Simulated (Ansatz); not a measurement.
Sr, DFT, PBE, PAW with Ansatz's default frozen-core files, scalar-relativistic (Ansatz 0.2.0), run on 1 thread of Arm Neoverse V2 on a shared host.

The cell is COD entry 1540836, as deposited and not checked against the literature; nothing was relaxed.

Command: `ansatz run input.yaml --threads 1 --pin off --max-ram 2048MiB --backend cpu --events-out ev --progress --plain --runs-dir out`

```yaml
crystal:
  lattice:
    - [4.3100002207, 0.0, 0.0]
    - [-2.1550001104, 3.7325696814, 0.0]
    - [0.0, 0.0, 7.05]
  atoms:
    - { symbol: Sr, position: [0.3333333333, 0.6666666667, 0.25] }
    - { symbol: Sr, position: [0.6666666667, 0.3333333333, 0.75] }
kpoints:
  mp_grid: { grid: [10, 10, 5] }
scf:
  occupations: { method: fermi_dirac, width: 0.08 }
hamiltonian:
  xc: pbe
  pseudopotentials: { kind: paw }
output:
  forces: true
  stress: true
  eigenvalues: true
  efg: { contact_densities: true }
basis:
  ecutwfc: 600
```

Question: How large is the problem that the program sets up?

Answer: 42 irreducible k-points, 3791 plane waves at Γ, 14 bands.

Question: About how long does it take, and how much memory does it use?

Answer: 4.9 s of wall time for 6 SCF iterations, with a peak of 0.42 GiB. Times on shared machines scatter by tens of per cent.
